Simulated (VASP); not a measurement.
**VASP 6.6.1 run: HfO₂**

INCAR

```
ALGO = Normal
ISIF = 2
LREAL = .FALSE.
NSW = 0
LMAXMIX = 4
LASPH = .TRUE.
PREC = Accurate
LCHARG = .FALSE.
ENCUT = 520
NELM = 67
ISMEAR = 0
SIGMA = 0.01
EDIFF = 1E-7
NBANDS = 18
METAGGA = R2SCAN
LWAVE = .FALSE.
IBRION = -1
```

KPOINTS

```
KPOINTS created by Atomic Simulation Environment
0
Gamma
8 8 8
0 0 0
```

POSCAR

```
Hf O
 1.0000000000000000
     0.0000000000000000    2.5291823192270231    2.5291823192270231
     2.5291823192270231    0.0000000000000000    2.5291823192270231
     2.5291823192270231    2.5291823192270231   -0.0000000000000000
 Hf  O
   1   2
Cartesian
  0.0000000000000000 -0.0000000000000000  0.0000000000000000
  1.2645911596135113  1.2645911596135113  1.2645911596135113
  3.7937734788405346  3.7937734788405346  3.7937734788405346
```

The recommended PBE PAW datasets give the neutral cell 22 valence electrons.

Command

```
mpirun -np 1 vasp_std
```

**Question.** Predict the outcome of this run.

**Answer.** It converged. Results: gap between bands v and c on the k mesh 4.31 eV; least direct gap on the k mesh 4.31 eV; pressure -4.0 GPa. Band v is the last that the valence electrons fill when counted band by band, and c is the next.

OSZICAR

```
N       E                     dE             d eps       ncg     rms          rms(c)
DAV:   1     0.450541927125E+02    0.45054E+02   -0.12986E+04  1044   0.124E+03
DAV:   2    -0.766770570272E+02   -0.12173E+03   -0.11781E+03  1332   0.293E+02
DAV:   3    -0.806243336749E+02   -0.39473E+01   -0.39337E+01  1224   0.461E+01
DAV:   4    -0.806474727189E+02   -0.23139E-01   -0.23132E-01  1328   0.396E+00
DAV:   5    -0.806476155756E+02   -0.14286E-03   -0.14285E-03  1158   0.288E-01    0.525E+01
DAV:   6    -0.683533857422E+02    0.12294E+02   -0.12199E+01  1070   0.279E+01    0.392E+01
DAV:   7    -0.685444500097E+02   -0.19106E+00   -0.15831E+00  1270   0.939E+00    0.261E+01
DAV:   8    -0.686602527242E+02   -0.11580E+00   -0.10780E+00  1128   0.788E+00    0.154E+01
DAV:   9    -0.685472351421E+02    0.11302E+00   -0.62527E-01  1132   0.539E+00    0.226E+00
DAV:  10    -0.685481194146E+02   -0.88427E-03   -0.44735E-02  1208   0.108E+00    0.133E+00
DAV:  11    -0.685474756323E+02    0.64378E-03   -0.50970E-03  1120   0.491E-01    0.134E-01
DAV:  12    -0.685474502473E+02    0.25385E-04   -0.17126E-04  1180   0.106E-01    0.130E-01
DAV:  13    -0.685474603932E+02   -0.10146E-04   -0.51995E-06  1208   0.184E-02    0.705E-02
DAV:  14    -0.685474556204E+02    0.47728E-05   -0.72971E-06  1168   0.171E-02    0.111E-02
DAV:  15    -0.685474555578E+02    0.62639E-07   -0.12352E-07   974   0.302E-03
   1 F= -.68547456E+02 E0= -.68547456E+02  d E =-.187999E-27
```

For comparison, a separate r²SCAN run of the intended cell, on usual settings and not on those above, gives a gap of 4.31 eV on its mesh and a pressure of -4.0 GPa.
